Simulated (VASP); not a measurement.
# SiC (Moissanite 3C) (F-43m) in VASP: settings compared, part 2 of 2

VASP 6.6.1. The steps go on from the part before.

### 3 Relaxation of cell and atoms, PBE+TS (atoms moved at random, drawn with an rms of 0.15 Å)

Contents of run.py:

```python
from ase.calculators.vasp import Vasp
from ase.io import read

atoms = read('SiC.cif')
calc = Vasp(
    directory='calc',
    xc='pbe',
    pp='PBE',
    setups='recommended',
    prec='Accurate',
    encut=600,
    ediff=1e-07,
    ismear=-1,
    sigma=0.02,
    lreal=False,
    lasph=True,
    nelm=100,
    algo='Normal',
    isif=3,
    lwave=False,
    lcharg=False,
    ivdw=2,
    ibrion=2,
    nsw=40,
    ediffg=-0.02,
    kpts=[10, 10, 10],
    gamma=True,
)
atoms.calc = calc

print('energy (eV):', atoms.get_potential_energy())
print('free energy (eV):', atoms.get_potential_energy(force_consistent=True))
print('forces (eV/A):')
print(atoms.get_forces())
print('stress (eV/A^3, Voigt):', atoms.get_stress())
print('Fermi level (eV):', calc.get_fermi_level())
print('cell (A, degrees):', atoms.cell.cellpar())
print('volume (A^3):', atoms.get_volume())
print('scaled positions:')
print(atoms.get_scaled_positions())
```

Contents of SiC.cif:

```cif
data_SiC
_cell_length_a 3.08157135
_cell_length_b 3.08157135
_cell_length_c 3.08157135
_cell_angle_alpha 60.00000000
_cell_angle_beta 60.00000000
_cell_angle_gamma 60.00000000
_space_group_name_H-M_alt 'P1'
_space_group_name_Hall 'P 1'
_space_group_IT_number 1
loop_
_space_group_symop_operation_xyz
'x,y,z'
loop_
_atom_site_label
_atom_site_type_symbol
_atom_site_symmetry_multiplicity
_atom_site_Wyckoff_symbol
_atom_site_fract_x
_atom_site_fract_y
_atom_site_fract_z
_atom_site_occupancy
Si1 Si 1 a -0.0038420000 -0.0267650000 0.0031830000 1
C1 C 1 a 0.7457620000 0.8030380000 0.7459150000 1
```

Potentials or basis: VASP PAW PBE potentials, release 64 (Si, C).

Launch:

```sh
$ python run.py
```

Standard output:

```text
energy (eV): -15.56859924
free energy (eV): -15.56859924
forces (eV/A):
[[-0.00896599  0.00169236 -0.00053313]
 [ 0.00896599 -0.00169236  0.00053313]]
stress (eV/A^3, Voigt): [-1.58990484e-03 -4.92991996e-04 -1.43975346e-03 -5.96504011e-04
  7.89663564e-04 -7.35366678e-05]
Fermi level (eV): 8.5164228
cell (A, degrees): [ 3.08076652  3.0809213   3.08135012 60.01362077 59.97174095 60.02347913]
volume (A^3): 20.68208205561738
scaled positions:
[[0.99601686 0.01316252 0.99954246]
 [0.74590314 0.76311048 0.74955554]]
```

OUTCAR:

```text
ENCUT = 600.000000
   EDIFF = 1.00e-07
   EDIFFG = -2.00e-02
   GGA = PE
   PREC = Accurate
   IBRION = 2
   ISIF = 3
   ISMEAR = -1
   NELM = 100
   NSW = 40
   IVDW = 2
[... 690 lines left out ...]

  Hirshfeld charges:
            ion         q(e)
   ------------------------------
      1     Si       0.29738049
      2     C       -0.29738049

  Tkatchenko/Scheffler method for vdW energy calculation

  Number of pair interactions contributing to vdW energy:   75908

  Edisp (eV):   -0.50968
[... 25 lines left out ...]
  FREE ENERGIE OF THE ION-ELECTRON SYSTEM (eV)
  ---------------------------------------------------
  free  energy   TOTEN  =       -15.5685992371 eV

  energy  without entropy=      -15.5685992371  energy(sigma->0) =      -15.56859924

 reached required accuracy - stopping structural energy minimisation
```

INCAR:

```text
ENCUT = 600.000000
SIGMA = 0.020000
EDIFF = 1.00e-07
EDIFFG = -2.00e-02
ALGO = Normal
GGA = PE
PREC = Accurate
IBRION = 2
ISIF = 3
ISMEAR = -1
NELM = 100
NSW = 40
IVDW = 2
LASPH = .TRUE.
LCHARG = .FALSE.
LWAVE = .FALSE.
LREAL = .FALSE.
```

It took 14 min on 1 thread of AMD EPYC 7R13 (Zen 3), shared host; peak memory 0.21 GiB.

Results:

- Free energy: -15.5686 eV
- Relaxed volume: 10.34 Å³/atom
- Relaxed cell: a = 3.081 Å, b = 3.081 Å, c = 3.081 Å, α = 60.01°, β = 59.97°, γ = 60.02°
- Space group after relaxing (to 0.05 Å): F-43m (No. 216)
- Energy gained by relaxing: 253.8 meV/atom
- Ionic steps: 10
- Pressure after relaxing: 0.2 GPa
- Largest force after relaxing: 0.009 eV/Å
- Band gap on the k mesh: 1.35 eV, indirect (least direct gap 4.54 eV)
- Hirshfeld charges: Si +0.30; C -0.30 e
- Dispersion energy per atom: -0.255 eV

Forces on the atoms (eV/Å):
```
Si  -0.009  0.002 -0.001
C    0.009 -0.002  0.001
```

The path:
| step | energy change (eV) | largest force (eV/Å) | pressure (GPa) | volume (Å³) |
| --- | --- | --- | --- | --- |
| 1 | 0.0000 | 4.6713 | 6.06 | 20.69 |
| 2 | 0.0741 | 2.0844 | 2.62 | 21.83 |
| 3 | -0.3794 | 1.8059 | -3.11 | 21.14 |
| 4 | -0.3818 | 1.7798 | -3.00 | 21.11 |
| 5 | -0.4069 | 2.0240 | 0.96 | 20.79 |
| 6 | -0.4859 | 0.4950 | -2.06 | 20.93 |
| 7 | -0.5012 | 0.4066 | 1.24 | 20.59 |
| 8 | -0.5066 | 0.1140 | -0.06 | 20.71 |
| 9 | -0.5066 | 0.1213 | -0.01 | 20.70 |
| 10 | -0.5075 | 0.0091 | 0.19 | 20.68 |

Final structure:
```yaml
crystal:
  lattice:
    - [3.08077, -0.00085, 0.00133]
    - [1.54011, 2.66836, 0.00020]
    - [1.54115, 0.88845, 2.51599]
  atoms:
    - { symbol: Si, position: [0.99602, 0.01316, 0.99954] }
    - { symbol: C, position: [0.74590, 0.76311, 0.74956] }
```

A k mesh can miss the band edges.

### 4 Single point, PBE

Contents of INCAR:

```
SYSTEM = SiC
  PREC = Accurate
  ENCUT = 520
  EDIFF = 1E-6
  ISMEAR = 0
  SIGMA = 0.012
  LREAL = .FALSE.
  LASPH = .TRUE.
  NELM = 100
  ALGO = Normal
  ISIF = 2
  LWAVE = .FALSE.
  LCHARG = .FALSE.
  GGA = PE
```

Contents of KPOINTS:

```
regular mesh
0
G
  10 10 10
  0 0 0
```

Contents of POSCAR:

```
SiC
1.0
    0.0000000000      2.1790000000      2.1790000000
    2.1790000000      0.0000000000      2.1790000000
    2.1790000000      2.1790000000      0.0000000000
Si C
1 1
Direct
    0.0000000000      0.0000000000      0.0000000000
    0.7500000000      0.7500000000      0.7500000000
```

Launch:

```sh
$ cat potpaw_PBE.64/Si/POTCAR potpaw_PBE.64/C/POTCAR > POTCAR
$ mpirun -np 1 vasp_std > vasp.out
```

Wall time 5.6 s (1 thread of Intel Xeon Platinum 8259CL at 2.50GHz (Skylake/Cascade Lake), shared host); peak memory 0.13 GiB.

The run converged. Its results:

```yaml
Free_energy: -15.0577 eV
Pressure: 3.2 GPa
Band_gap_on_the_k_mesh: 1.36 eV, indirect (least direct gap 4.54 eV)
```

Levels at points of the mesh, in eV from the valence-band top:
| k point | band 2 | band 3 | band 4 | band 5 | band 6 | band 7 |
| --- | --- | --- | --- | --- | --- | --- |
| (0.00, 0.00, 0.00) | 0.00 | 0.00 | 0.00 | 6.23 | 7.31 | 7.31 |
| (0.50, 0.00, 0.00) | -8.53 | -1.05 | -1.05 | 5.43 | 7.23 | 7.23 |
| (0.50, 0.50, 0.00) | -7.79 | -3.18 | -3.18 | 1.36 | 4.32 | 14.04 |

### 5 Single point, PBE

Contents of INCAR:

```
ALGO = Normal
EDIFF = 1E-7
ENCUT = 520
GGA = PE
ISIF = 2
ISMEAR = 0
LASPH = True
LCHARG = True
LELF = True
LREAL = False
LVHAR = True
LWAVE = False
NELM = 80
PREC = Accurate
SIGMA = 0.012
```

Contents of KPOINTS:

```
k-points
0
Gamma
  10 10 10
```

POSCAR is that of step 4.

Launch:

```sh
$ cat potpaw_PBE.64/Si/POTCAR potpaw_PBE.64/C/POTCAR > POTCAR
$ mpirun -np 1 vasp_std > vasp.out
```

Wall time 7.6 s (1 thread of Intel Xeon Platinum 8488C (Sapphire Rapids), shared host); peak memory 0.13 GiB.

Results (log left out):

| Item | Value |
| --- | --- |
| Free energy | -15.0577 eV |
| Pressure | 3.2 GPa |
| Band gap on the k mesh | 1.36 eV, indirect (least direct gap 4.54 eV) |

Levels at points of the mesh, in eV from the valence-band top:
```
           k point  band 1  band 2  band 3  band 4  band 5  band 6  band 7  band 8
(0.00, 0.00, 0.00)  -15.40    0.00    0.00    0.00    6.23    7.31    7.31    7.31
(0.50, 0.00, 0.00)  -11.84   -8.53   -1.05   -1.05    5.43    7.23    7.23   10.05
(0.50, 0.50, 0.00)  -10.39   -7.79   -3.18   -3.18    1.36    4.32   14.04   14.04
```

### 6 The runs side by side

```csv
task,level,cell,cutoff (eV),smearing,optimiser,gap on the mesh (eV),pressure (GPa)
single point,PBE,as given,520,gaussian 0.026 eV,-,1.36,3.2
relaxation of cell and atoms,PBE+TS,"relaxed from: atoms moved at random, drawn with an rms of 0.15 Å",600,fermi-dirac 0.02 eV,vasp,1.35,0.2
single point,PBE,as given,520,gaussian 0.012 eV,-,1.36,3.2
```

Alike in all rows: potentials or basis VASP PAW PBE potentials, release 64 (Si, C); no spin polarisation; k mesh 10 × 10 × 10.

Total energies depend on the potentials used, so only differences within one code and one set of settings carry meaning.

### 7 Against experiment

Step 2. Measured gap of SiC: 2.4 eV (indirect; quoted in “Insight into the structural, elastic and electronic properties of a new orthorhombic 6O-SiC polytype”, 2020, pmc:7200658). This calculation gives 1.36 eV (-1.04 eV). The value is that of PBE on a finite k mesh, which can miss the band edges, without temperature or zero-point motion. Semilocal functionals fall short of measured gaps as a rule.

Step 4. A measured gap of SiC is 2.4 eV (indirect; quoted in “Insight into the structural, elastic and electronic properties of a new orthorhombic 6O-SiC polytype”, 2020, pmc:7200658); the calculated 1.36 eV misses it by -1.04 eV. The value is that of PBE on a finite k mesh, which can miss the band edges, without temperature or zero-point motion. Semilocal functionals fall short of measured gaps as a rule.

Step 5. Against the measured gap of SiC, 2.4 eV (indirect; quoted in “Insight into the structural, elastic and electronic properties of a new orthorhombic 6O-SiC polytype”, 2020, pmc:7200658), the calculated 1.36 eV is off by -1.04 eV. The value is that of PBE on a finite k mesh, which can miss the band edges, without temperature or zero-point motion. Semilocal functionals fall short of measured gaps as a rule.
